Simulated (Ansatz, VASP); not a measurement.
# Al64N63 (V_N): VASP beside Ansatz

One calculation is typed for both programs; each brings its own data sets. How far apart do they land? The cell is taken from a series of runs on this material, whose earlier steps may have relaxed, scaled, displaced or heated it; both programs get it as it stands.

Method: plane waves, with VASP 6.6.1 beside it; single point at PBEsol, in Ansatz 0.2.0.

**1. Starting point**

The cell holds 127 atoms: 64 Al and 63 N. Its edges and angles: a = 14.686 Å, b = 14.686 Å, c = 11.753 Å, α = 125.1°, β = 125.1°, γ = 94.5°. It derives from AlN (AlN (P6_3mc)). Nearest the centre at fractional (0.554, 0.637, 0.750): Al54 at 1.93 Å, Al61 at 1.93 Å, Al31 at 1.94 Å, Al27 at 1.99 Å, N120 at 3.05 Å, N126 at 3.05 Å, N117 at 3.06 Å, N110 at 3.06 Å. The cell carries charge +1.

**2. VASP: single point, PBEsol, pair 1**

With cell and atoms fixed, the geometry can't cause a difference; cores, projectors, grids and the points listed under the comparison can.

Lines of VASP's logs that name or quote its potential files are left out, and so is its time.

Contents of INCAR:

```
SYSTEM = Al64N63
PREC = Accurate
ENCUT = 520
EDIFF = 1E-06
NELM = 120
ISMEAR = 0
SIGMA = 0.01
LREAL = Auto
ALGO = Normal
GGA = PS
NELECT = 506
NBANDS = 352
LORBIT = 11
LWAVE = .FALSE.
LCHARG = .FALSE.
ISIF = 2
ISYM = 0
LASPH = .TRUE.
GGA_COMPAT = .FALSE.
EFERMI = MIDGAP
NCORE = 4
```

Contents of POSCAR:

```
Al64N63
1.0
   -9.3408221251      5.3929260535      9.9673535922
    9.3408221251     -5.3929260535      9.9673535922
    3.1136073087      5.3929261684     -9.9673535922
Al N
64 63
Direct
    0.2076000000      0.0406700000      0.9985600000
    0.2070900000      0.2897400000      0.2476000000
[... 5 atom lines left out ...]
    0.4161700000      0.3321900000      0.2479900000
[... 3 atom lines left out ...]
    0.4568200000      0.2896000000      0.4973600000
[... 1 atom line left out ...]
    0.1649300000      0.3319500000      0.4981500000
[... 1 atom line left out ...]
    0.4159300000      0.3319900000      0.7490400000
[... 2 atom lines left out ...]
    0.4579300000      0.5407600000      0.2486500000
    0.4568100000      0.7911700000      0.9989500000
    0.1656000000      0.5826200000      0.2485000000
[... 1 atom line left out ...]
    0.4158300000      0.5828500000      0.9999500000
[... 1 atom line left out ...]
    0.2069200000      0.5412800000      0.4991800000
[... 1 atom line left out ...]
    0.4534100000      0.5367700000      0.7490400000
    0.4577100000      0.7916900000      0.4994200000
[... 2 atom lines left out ...]
    0.4126500000      0.5812300000      0.4933900000
    0.4158900000      0.8332800000      0.7490600000
    0.7073400000      0.0413300000      0.9987000000
[... 1 atom line left out ...]
    0.9583300000      0.0411700000      0.2494800000
[... 1 atom line left out ...]
    0.6661500000      0.0831600000      0.2495900000
[... 9 atom lines left out ...]
    0.9166100000      0.0835600000      0.4998800000
[... 1 atom line left out ...]
    0.7085200000      0.5412900000      0.0007400000
    0.7085600000      0.7912100000      0.2505300000
[... 1 atom line left out ...]
    0.9582600000      0.7913400000      0.9998700000
[... 1 atom line left out ...]
    0.6683400000      0.8369200000      0.0047800000
    0.9164200000      0.5824000000      0.9992600000
    0.9172100000      0.8332400000      0.2501000000
    0.7074500000      0.5405300000      0.4982200000
    0.7082500000      0.7915500000      0.7490700000
[... 2 atom lines left out ...]
    0.6682600000      0.5809500000      0.7490500000
[... 6 atom lines left out ...]
    0.3041200000      0.3868300000      0.2506200000
[... 2 atom lines left out ...]
    0.2613500000      0.1778300000      0.2487200000
[... 8 atom lines left out ...]
    0.2622200000      0.4287500000      0.4989000000
[... 5 atom lines left out ...]
    0.0116700000      0.9282100000      0.2491200000
[... 4 atom lines left out ...]
    0.3039100000      0.6366700000      0.5004200000
[... 3 atom lines left out ...]
    0.2614200000      0.6780700000      0.7490800000
[... 6 atom lines left out ...]
    0.5116000000      0.4281400000      0.2489700000
[... 3 atom lines left out ...]
    0.5525600000      0.3868200000      0.4992200000
[... 3 atom lines left out ...]
    0.5124200000      0.4289800000      0.7490500000
[... 3 atom lines left out ...]
    0.5525300000      0.8852600000      0.9976300000
    0.8023900000      0.6366500000      0.9988700000
    0.8025600000      0.8852600000      0.2474800000
    0.5123900000      0.6789100000      0.9992100000
[... 1 atom line left out ...]
    0.7616900000      0.6781700000      0.2493900000
    0.7603800000      0.9265000000      0.9976100000
[... 3 atom lines left out ...]
    0.5118600000      0.6779600000      0.5005400000
    0.5114800000      0.9280600000      0.7490800000
    0.7601400000      0.6778000000      0.7490400000
    0.7617700000      0.9282700000      0.4990300000
```

Contents of KPOINTS:

```
Points of the shifted mesh
1
Reciprocal
 0.2500000000  0.2500000000  0.2500000000 1
```

PAW data sets: Al and N (PBE family, release 64).

Run with:

```
$ mpirun -np 16 vasp_std
```

Numbers of over 12 decimals in the logs are rounded to 6 here.

Output:

```text
[banner, memory and clock lines left out]
running   16 mpi-ranks, on    1 nodes
[...]
|                                                                             |
|               ----> ADVICE to this user running VASP <----                  |
|                                                                             |
|     You enforced a specific xc type in the INCAR file but a different       |
|     [... a line on the potential file left out ...]
|     I HOPE YOU KNOW WHAT YOU ARE DOING!                                     |
|                                                                             |

 LDA part: xc-table for (Slater+PW92), standard interpolation
 POSCAR, INCAR and KPOINTS ok, starting setup
[...]
entering main loop
       N       E                     dE             d eps       ncg     rms          rms(c)
DAV:   1     0.205441281701E+04    0.20544E+04   -0.23407E+05   704   0.130E+03
DAV:   2    -0.898000432654E+03   -0.29524E+04   -0.28225E+04   864   0.266E+02
DAV:   3    -0.113431418281E+04   -0.23631E+03   -0.23432E+03   856   0.775E+01
DAV:   4    -0.113796923853E+04   -0.36551E+01   -0.36430E+01   848   0.105E+01
DAV:   5    -0.113804185271E+04   -0.72614E-01   -0.72549E-01   864   0.140E+00BRMIX: very serious problems
 the old and the new charge density differ
 old charge density:   507.00000 new  506.00000
    0.658E+01
DAV:   6    -0.999256514798E+03    0.13879E+03   -0.54389E+02   824   0.322E+01    0.240E+01
DAV:   7    -0.998397268996E+03    0.85925E+00   -0.18043E+01   792   0.625E+00    0.161E+01
DAV:   8    -0.997293550169E+03    0.11037E+01   -0.19103E+00   832   0.287E+00    0.208E+00
DAV:   9    -0.997204742442E+03    0.88808E-01   -0.42478E-01   864   0.945E-01    0.131E+00
[...]
DAV:  14    -0.997208940618E+03    0.43125E-04   -0.38780E-05   928   0.194E-02    0.291E-02
DAV:  15    -0.997208935820E+03    0.47982E-05   -0.14445E-04   840   0.200E-02    0.133E-02
DAV:  16    -0.997208936047E+03   -0.22644E-06   -0.90358E-06   776   0.563E-03
   1 F= -.99720894E+03 E0= -.99720894E+03  d E =0.000000E+00
```

OUTCAR, selected parts (step 2):

```text
  FREE ENERGIE OF THE ION-ELECTRON SYSTEM (eV)
  ---------------------------------------------------
  free  energy   TOTEN  =      -997.2089360467 eV

  energy  without entropy=     -997.2089360467  energy(sigma->0) =     -997.20893605
```

The run ends at a pressure of -1.31 GPa, with forces up to 0.015 eV/Å.

**3. Ansatz: single point, PBEsol, pair 1**

Ansatz runs on its PAW soft_1 files.

The same cell, functional and mesh now go to Ansatz.

Contents of input.yaml:

```yaml
crystal:
  checkpoint: "../qp1.relax.run"
  host: checkpoint
total_charge: 1
basis:
  ecutwfc: 420
  xc_grid: 2
hamiltonian:
  xc: pbesol
  pseudopotentials: { kind: paw, azcp: { folder: soft_1 }, xc_functional: pbe }
kpoints:
  mp_grid: { grid: [1, 1, 1], shift: [0.25, 0.25, 0.25] }
scf:
  occupations: { method: fixed }
  max_iter: 60
output:
  forces: true
  charged_corrections:
    epsilon: [4.5, 4.5, 4.73]
    static_epsilon: [8.2, 8.2, 9.74]
    defect_position: [0.553575, 0.636908, 0.75]
  eigenvalues: true
checkpoint:
  write: "../qp1.e420.run"
  compress: false
  write_wavefunctions: false
  write_every: 100000
```

Run with:

```
$ ansatz run input.yaml --threads 32 --pin off --max-ram 84787MiB --backend cuda --events-out ev --progress --plain --runs-dir out --max-vram 78GiB
```

Output:

```text
crystal.checkpoint: the structure is that of <dir>, a `relax` run, at its step 5: its result, under pbesol at a charge of 1 e; 127 atoms read, 0 with a starting moment; no density is read with it (checkpoint.read); crystal.structure_sha256 for this input is
Engine: ansatz 0.2.0, aarch64-unknown-linux-gnu
Pseudopotentials: kind: paw
Pseudopotential: Al, paw, valence charge 3, recommended cutoff 420 eV (normal), soft_1/Al.paw.azcp
Pseudopotential: N, paw, valence charge 5, recommended cutoff 420 eV (normal), soft_1/N.paw.azcp
Functional definition: PBEsol
  exchange = pbesol_x
  correlation = pbesol_c
device memory: the entry about to start is reckoned to put 5.6 GiB on a device that reports 174.4 GiB free (of which the cap on the GPU budget leaves the run 78.0 GiB)
GPU FFT provider: cuFFT
GPU libraries: cuBLAS 13.8.1, cuFFT 12.4.0, cuSOLVER 12.3.2
GPU matrix products: emulated (plane waves: as basis.precision tells), large ones in fixed point in workspaces of 1.00 GiB
Crystal: 127 atoms, lattice volume = 1338.931 Å³
Basis set: ecut = 420 eV, 26161 PW (Γ), exchange–correlation on 200×200×160 points (8 copies of the dense FFT grid, shifted against one another)
Bands: 380, of which v1, the nominal top of the filled ones, is band 253 counted from 1 (252 counted from 0)
Symmetry: 1 space group operations
Space group: P1 (ITA 1), of the structure as read, at distance tolerance 1.1e-4 Å
k-points: 1
Non-local potential: Al, projectors of the file, l = 0: 2, l = 1: 2, l = 2: 1
Non-local potential: N, projectors of the file, l = 0: 2, l = 1: 2, l = 2: 1
PAW form: soft (Blöchl's): semilocal exchange-correlation on the pseudo side does not see the compensation charge
PAW frozen core: Al, regenerated for the run's functional, and the local potential with it (the file was generated under x = pbe(κ = 0.804, μ = 0.219515), c = pbe(β = 0.066725))
PAW frozen core: N, regenerated for the run's functional, and the local potential with it (the file was generated under x = pbe(κ = 0.804, μ = 0.219515), c = pbe(β = 0.066725))
PAW one-centre angular grid: Al, 110 points (default); XC on 64 Gauss nodes
PAW one-centre angular grid: N, 110 points (default); XC on 64 Gauss nodes
Initial density: superposition of atomic densities (chi_scale 0.1, normalization cell, long waves kept (reshape's long-wave potential 0.16 eV rms))
Initial wavefunctions: pseudopotential atomic-orbital guess
GPU buffer pool allocated for 800000 grid points (all kernels)
GPU transforms: local potential and band sums: pruned to the plane-wave sphere, on 100×100×80
Functional: x = pbesol(κ = 0.804, μ = 0.123457), c = pbesol(β = 0.046)
SCF iter   1: F=—  HF=-57696.299652 eV  |Δ(HF+E_count)|=         —  Δρ=1.32e-1  dr2=2.86e2  Hψ=1294
preconditioner: auto → Resta (q_TF=auto, 2.320 Å⁻¹)  ε∞=3.6  [insulator: Δε(μ)=3.604 eV  Ē_g=14.097 eV  n_scr=288 (ndim 8)  ℏωp=22.8 eV  f_vac=0.000  ε∞_Penn≈3.6]
SCF iter   2: F=—  HF=-57612.397700 eV  |Δ(HF+E_count)|=    8.39e1  Δρ=4.50e-2  dr2=1.51e1  Hψ=781
SCF iter   3: F=—  HF=-57608.848516 eV  |Δ(HF+E_count)|=    3.55e0  Δρ=2.30e-2  dr2=4.30e0  Hψ=338
automatic band count: iteration 3 solves 293 bands in place of 380: the levels show a gap, and the empty bands left out lie too high to hold charge; the band table lists the bands solved (type scf.n_extra_bands for more)
SCF iter   4: F=—  HF=-57607.927107 eV  |Δ(HF+E_count)|=   9.21e-1  Δρ=1.67e-3  dr2=2.84e-2  Hψ=265
SCF iter   5: F=—  HF=-57607.941874 eV  |Δ(HF+E_count)|=   1.48e-2  Δρ=1.09e-3  dr2=1.50e-2  Hψ=517
SCF iter   6: F=—  HF=-57607.938892 eV  |Δ(HF+E_count)|=   2.98e-3  Δρ=2.03e-4  dr2=5.62e-4  Hψ=517
SCF iter   7: F=—  HF=-57607.939814 eV  |Δ(HF+E_count)|=   9.22e-4  Δρ=5.36e-5  dr2=3.80e-5  Hψ=512
SCF iter   8: F=—  HF=-57607.939410 eV  |Δ(HF+E_count)|=   4.03e-4  Δρ=4.18e-5  dr2=2.31e-5  Hψ=546
SCF iter   9: F=—  HF=-57607.939405 eV  |Δ(HF+E_count)|=   5.61e-6  Δρ=4.15e-6  dr2=1.46e-7  Hψ=503
SCF iter  10: F=-57607.939405 eV  HF=-57607.939405 eV  |Δ(HF+E_count)|=   9.55e-9  Δρ=1.51e-6  dr2=2.93e-8  Hψ=1235
SCF 1 converged in 10 iterations: F = -57607.939405 eV  dr2 = 2.93e-8
  greatest PAW one-centre occupation: 0.788 electrons in one spin orbital (limit 2), on the N atom at site 107 (counted from 0), in its partial waves of l = 0
SCF converged after 10 iterations
Free energy (F): -57607.939405 eV
Harris-Foulkes:  -57607.939405 eV  (|F-HF|=2.02e-8)
Internal energy: -57607.939405 eV  (E = F + TS)
E sigma→0 (E₀):  -57607.939405 eV
Fermi energy:    7.273884 eV
--- Per-component energies (eV) ---
  E_band       = 876.249223
  E_kinetic    = 9830.314002
  E_local      = -13474.565463  (includes V_loc(G=0)·N_el)
  E_nonlocal   = 2833.243018
  E_hartree    = 4966.219232
  E_xc         = -6199.361016
  E_vxc        = -6724.107679  (∫ρ·V_xc dr)
  E_paw        = -37018.015905  (= ΣΔE_a)
  E_vpaw       = -1521.117079  (= ΣTr[D̂ρ^β])
  E_aug_tail   = 0.052811  (compensation charges beyond the density's cutoff)
  E_ewald      = -18548.821210
  E_core_change = 2.995125  (= ΣΔE_core)
  E_smearing   = -0.000000  (= −TS)
  E_closure    = 0.000000  (closes the sum)
  E_deformation_potential = 17.062512  (in the stress; not in F)
  Σ components = -57607.939405   (vs F -57607.939405, Δ=0.00e0)
--- Forces (eV/Å), atoms counted from 1 ---
  atom   1  Al     0.00447656    -0.00283199     0.00041000
  atom   2  Al     0.00088780    -0.00333168     0.00173133
  atom   3  Al     0.00419697    -0.00103773     0.00174761
  atom   4  Al     0.00585146    -0.00423351     0.00182605
  atom   5  Al    -0.00267681     0.00384076    -0.00047396
  atom   6  Al    -0.00450213     0.00282662    -0.00152298
  [... 121 more lines of this table ...]
  max |Σ_I F_I| component: 2.09e-5 eV/Å
--- Charged-cell corrections in eV (Makov–Payne, q = +1.000 e, ε = [4.500, 4.500, 4.730] of the electrons, [8.200, 8.200, 9.740] with the ions) ---
  F (periodic)     = -57607.939405  (uncorrected; the corrections below are reported, never added to it)
  E_corr1          = +0.411408  (monopole, q²α_M/2ε̄L, of the cell on which ε is isotropic)
  F Makov-Payne    = n/a  (the rows are of the electrons' constant alone; ansatz place-levels tells what screens the charge)
  no potential alignment in this run, which stands beside a crystal: run the host's input off ansatz write-host-input, and read the two finished runs by ansatz place-levels (neither reads a slab, a wire or a sheet, whose cell leaves a vacuum)
--- Band table (eV) ---
  k-point 0: bands = ["-7.9042", "-7.8778", "-7.5410", "-7.5061", "-7.4656", "-7.4275", "-7.1182", "-7.0920", "-6.8948", "-6.8906", "-6.8741", "-6.8393", "-6.7027", "-6.6735", "-6.6317", "-6.5964", "-
```

**4. Comparison**

Known differences besides the potentials themselves: fixed occupations in Ansatz, narrow Gaussian smearing in VASP; the cutoff is 420 eV in Ansatz and 520 eV in VASP (PREC = Accurate, projectors in real space); Ansatz makes its cores anew for this functional, VASP keeps those of its PBE data sets. Total energies have different zeros and are not compared.

Both answers:

| quantity | Ansatz | VASP | difference |
| --- | --- | --- | --- |
| gap on the k mesh (eV) | 3.531 | 3.535 | -0.004 |

At this near-relaxed geometry the largest component of a force difference is 7 meV/Å. A gap on the mesh is an upper bound, since the band edges may lie between its points. The cell carries a charge of +1 e against a uniform background, so its pressure also hangs on how the neutralising background is counted, and in a defect's cell a gap may be the spacing between its levels.

**5. Ansatz: single point, PBEsol, pair 2**

With cell and atoms fixed, the geometry can't cause a difference; cores, projectors, grids and the points listed under the comparison can.

The cell is taken from a series of runs on this material, whose earlier steps may have relaxed, scaled, displaced or heated it; both programs get it as it stands.

input.yaml, the sections that differ from step 3:

```yaml
crystal:
  checkpoint: "../q0_M1.relax.run"
  host: checkpoint
basis:
  ecutwfc: 500
  xc_grid: 2
magnetization:
  spin_polarized: true
  initial_magnetization: 1
  spin_locking: { lock_magnetization: hard }
checkpoint:
  write: "../q0_M1.e500.run"
  compress: false
  write_wavefunctions: false
  write_every: 100000
# hamiltonian, kpoints, scf, output: as in step 3
# total_charge: removed
```

Output:

```text
[...]
GPU FFT provider: cuFFT
GPU libraries: cuBLAS 13.8.1, cuFFT 12.4.0, cuSOLVER 12.3.2
[...]
Crystal: 127 atoms, lattice volume = 1338.931 Å³
Basis set: ecut = 500 eV, 34049 PW (Γ), exchange–correlation on 216×216×180 points (8 copies of the dense FFT grid, shifted against one another)
[...]
atom   1  Al    -0.00061223    -0.00044632    -0.00122682
  atom   2  Al    -0.00171894    -0.00048631     0.00001167
  atom   3  Al     0.00093133     0.00024490     0.00038396
  atom   4  Al    -0.00143071     0.00017676     0.00035876
  atom   5  Al    -0.00033566    -0.00022852     0.00302499
  atom   6  Al     0.00010563    -0.00024570     0.00067486
  [... 121 more lines of this table ...]
  max |Σ_I F_I| component: 4.75e-5 eV/Å
--- Band table (eV) ---
[...]
[key lines of the parts left out:]
SCF converged after 10 iterations
Magnetization: 1.0000 μB (254.0000 up, 253.0000 down)
Free energy (F): -57597.651877 eV
Fermi energy:    10.100231 (↑ 10.100231, ↓ 7.301625) eV
```

(Continued in part 2 of 2.)

[Lines on the potential files, build, host, timing and source positions are cut from VASP's logs without a mark.]

[Logs are printed without paths, hosts, clocks, repeated set-up lines and the standing remarks that a program may print on its own settings, such as how far it seeks lower states.]

[Hosts, paths, dates, database ids (printed as entryN), source tags and the programs' standing remarks are cut or masked in the printed files.]
